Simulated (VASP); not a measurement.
# VASP inputs for KI (strained zincblende)

INCAR

```
NSW = 0
NBANDS = 15
LREAL = .FALSE.
EDIFF = 1E-7
ALGO = Normal
LWAVE = .FALSE.
ENCUT = 520
NELM = 120
LCHARG = .FALSE.
METAGGA = R2SCAN
ISIF = 2
ISMEAR = 0
PREC = Accurate
SIGMA = 0.01
LASPH = .TRUE.
IBRION = -1
```

KPOINTS

```
KPOINTS created by Atomic Simulation Environment
0
Gamma
6 6 6
0 0 0
```

KPOINTS_OPT

```
special points
7
Reciprocal
0.0000000000 0.0000000000 0.0000000000 1
-0.5000000000 -0.5000000000 0.0000000000 1
-0.3750000000 -0.3750000000 0.2500000000 1
-0.3750000000 0.0000000000 0.3750000000 1
0.0000000000 0.0000000000 0.5000000000 1
-0.5000000000 -0.2500000000 0.2500000000 1
0.2083330000 0.2083330000 0.4270830000 1
```

POSCAR

```
K  I
 1.0000000000000000
     0.0000000000000000    3.8667468479000000    4.1443292905000000
     3.8667468479000000    0.0000000000000000    4.1443292905000000
     3.8667468479000000    3.8667468479000000    0.0000000000000000
 K   I
   1   1
Cartesian
  0.0000000000000000  0.0000000000000000  0.0000000000000000
  1.9333734239500000  1.9333734239500000  2.0721646452500000
```

VASP ran with the recommended PBE PAW datasets (16 valence electrons in the cell).

Problem. What does this run give?

Solution. gap between bands v and c 4.43 eV; least direct gap 4.45 eV; pressure 0.0 GPa.

Band v is the last that the valence electrons fill when counted band by band, and c is the next. Levels in eV from the top of v:

| point | v−1 | v | c | c+1 |
| --- | --- | --- | --- | --- |
| Γ | -0.02 | -0.02 | 4.43 | 7.92 |
| X | -0.05 | -0.05 | 5.62 | 6.85 |
| K | -0.24 | -0.10 | 5.96 | 6.85 |
| L | -0.09 | 0.00 | 6.25 | 6.95 |
| W | -0.27 | -0.10 | 6.02 | 6.96 |
